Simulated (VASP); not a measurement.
# SiC (F-43m) in VASP: notebook, part 2 of 2

VASP 6.6.1. The steps go on from the part before.

## 3. Born charges and dielectric tensor, PBE

File INCAR:

```
  PREC = Accurate
  ENCUT = 520
  EDIFF = 1E-8
  ISMEAR = 0
  SIGMA = 0.02
  LREAL = F
  LASPH = T
  NELM = 100
  ALGO = Normal
  ISIF = 2
  LWAVE = F
  LCHARG = F
  GGA = PE
  LEPSILON = T
  IBRION = 8
  NSW = 1
```

File KPOINTS:

```
Automatic mesh
0
Gamma
  2 2 2
```

File POSCAR:

```
SiC                                     
1.0
    0.0000000000      2.2186607717      2.2186607717
    2.2186607717      0.0000000000      2.2186607717
    2.2186607717      2.2186607717      0.0000000000
  Si              C             
     1     1
Direct
     0.0000000000000000    0.0000000000000000    0.0000000000000000
     0.2500000000000000    0.2500000000000000    0.2500000000000000
```

Potentials or basis: VASP PAW PBE potentials, release 64 (Si, C).

Command:

```sh
$ cat potpaw_PBE.64/Si/POTCAR potpaw_PBE.64/C/POTCAR > POTCAR
$ mpirun -np 1 vasp_std > vasp.out
```

OUTCAR:

```text
PREC = Accurate
   ENCUT = 520
   EDIFF = 1E-8
   ISMEAR = 0
   LREAL = F
   LASPH = T
   NELM = 100
   ISIF = 2
   GGA = PE
   LEPSILON = T
   IBRION = 8
   NSW = 1

 ion  position               nearest neighbor table
   1  0.000  0.000  0.000-   2 1.92   2 1.92   2 1.92   2 1.92
   2  0.250  0.250  0.250-   1 1.92   1 1.92   1 1.92   1 1.92

  LATTYP: Found a face centered cubic cell.
[... 340 lines left out ...]
      0.000000  0.000000  0.000000    -0.547267    0.000000    0.000000
      1.109330  1.109330  1.109330     0.836958    0.000000    0.000000
[... 21 lines left out ...]
   6 f/i=    0.001348 THz     0.008471 2PiTHz    0.044972 cm-1     0.005576 meV
             X         Y         Z           dx          dy          dz
      0.000000  0.000000  0.000000    -0.058827    0.310218    0.775114
      1.109330  1.109330  1.109330    -0.038466    0.202845    0.506829

--------------------------------------------------------------------------------------------------------

 MACROSCOPIC STATIC DIELECTRIC TENSOR IONIC CONTRIBUTION
 ------------------------------------------------------
           7.759697    -0.000000    -0.000000
          -0.000000     7.759697    -0.000000
          -0.000000    -0.000000     7.759697
 ------------------------------------------------------

 ELASTIC MODULI CONTR FROM IONIC RELAXATION (kBar)
 Direction    XX          YY          ZZ          XY          YZ          ZX
 --------------------------------------------------------------------------------
 XX          -0.0000      0.0000      0.0000      0.0000     -0.0000      0.0000
 YY           0.0000     -0.0000      0.0000      0.0000      0.0000     -0.0000
 ZZ           0.0000      0.0000     -0.0000     -0.0000      0.0000      0.0000
 XY           0.0000      0.0000     -0.0000    -28.9974     -0.0000      0.0000
 YZ          -0.0000      0.0000      0.0000     -0.0000    -28.9974     -0.0000
 ZX           0.0000     -0.0000      0.0000      0.0000     -0.0000    -28.9974
 --------------------------------------------------------------------------------

 PIEZOELECTRIC TENSOR IONIC CONTR  for field in x, y, z        (C/m^2)
          XX          YY          ZZ          XY          YZ          ZX
  --------------------------------------------------------------------------------
  x     0.00000    -0.00000    -0.00000    -0.00000     0.44635     0.00000
  y    -0.00000     0.00000    -0.00000    -0.00000     0.00000     0.44635
  z    -0.00000    -0.00000     0.00000     0.44635     0.00000     0.00000
```

OSZICAR:

```text
N       E                     dE             d eps       ncg     rms          rms(c)
DAV:   1     0.130125059453E+02    0.13013E+02   -0.39789E+03    48   0.822E+02
DAV:   2    -0.145304361413E+02   -0.27543E+02   -0.26718E+02    72   0.116E+02
DAV:   3    -0.151533166730E+02   -0.62288E+00   -0.62288E+00    64   0.232E+01
[... 12 lines left out ...]
RMM:   6    -0.132857917859E+00   -0.37717E-04   -0.19265E-06   125   0.668E-03    0.136E-03
RMM:   7    -0.132854371556E+00    0.35463E-05   -0.80032E-08   126   0.178E-03    0.418E-04
RMM:   8    -0.132851738001E+00    0.26336E-05    0.28306E-08   126   0.621E-04    0.565E-05
RMM:   9    -0.132851547650E+00    0.19035E-06    0.46155E-08   128   0.834E-05    0.295E-05
RMM:  10    -0.132851724660E+00   -0.17701E-06    0.32568E-09   127   0.710E-05    0.530E-06
RMM:  11    -0.132851725464E+00   -0.80399E-09   -0.16908E-08   136   0.937E-06    0.243E-06
 Linear response finished
```

stdout:

```text
POSCAR found type information on POSCAR SiC
 POSCAR found :  2 types and       2 ions
 scaLAPACK will be used
 LDA part: xc-table for (Slater+PW92), standard interpolation
 POSCAR, INCAR and KPOINTS ok, starting setup
 FFT: planning ... GRIDC
 FFT: planning ... GRID_SOFT
 FFT: planning ... GRID
 WAVECAR not read
 entering main loop
[... 23 lines left out ...]
  Direction:   3
 dielectric tensor                  component  3 :     3.582     0.000    21.141
 Linear response DOF=           2
 Linear response progress:
 first order change of Fermi-energy   0.13035E+01
 force on displaced ion       1 direction 1 : -17.744  -0.000  -0.000
 Born effective charge ion    1 direction 1 :   0.640   0.000   0.000
 Linear response progress:
 first order change of Fermi-energy  -0.13035E+01
 force on displaced ion       2 direction 1 : -17.749   0.000   0.000
 Born effective charge ion    2 direction 1 :  -7.514   0.000   0.000
 Born effective charges drift removed
 Linear response finished
```

Wall time 27 s (1 thread of Intel Xeon Platinum 8488C (Sapphire Rapids), shared host); peak memory 0.13 GiB.

Results:

- Band gap on the k mesh: 1.00 eV, indirect (least direct gap 4.25 eV)
- Electronic dielectric tensor (diagonal): 21.14
- Born charges (mean of the diagonal): Si +4.08; C -4.08 e
- Highest phonon frequency at Γ, LO-TO splitting left out: 757 cm⁻¹

Levels at points of the mesh, in eV from the valence-band top:
```
           k point  band 1  band 2  band 3  band 4  band 5  band 6  band 7  band 8
(0.00, 0.00, 0.00)  -15.22    0.00    0.00    0.00    5.54    6.48    6.48    6.48
(0.50, 0.00, 0.00)  -11.75   -8.55   -1.10   -1.10    4.68    6.56    6.56    9.59
(0.50, 0.50, 0.00)  -10.28   -7.93   -3.25   -3.25    1.00    3.75   13.22   13.22
```

Phonon frequencies in cm⁻¹ (negative: imaginary):
```
              q point        frequencies
(0.000, 0.000, 0.000)  0 0 0 757 757 757
```

Electronic dielectric tensor:
```
21.14  0.00  0.00
 0.00 21.14  0.00
 0.00  0.00 21.14
```

Born effective charge tensors (e):
atom 1, Si
```
4.08 0.00 0.00
0.00 4.08 0.00
0.00 0.00 4.08
```
atom 2, C
```
-4.08  0.00  0.00
 0.00 -4.08  0.00
 0.00  0.00 -4.08
```

Caveat: the k mesh is coarse (spacing up to 1.23 Å⁻¹), so the values aren't converged.
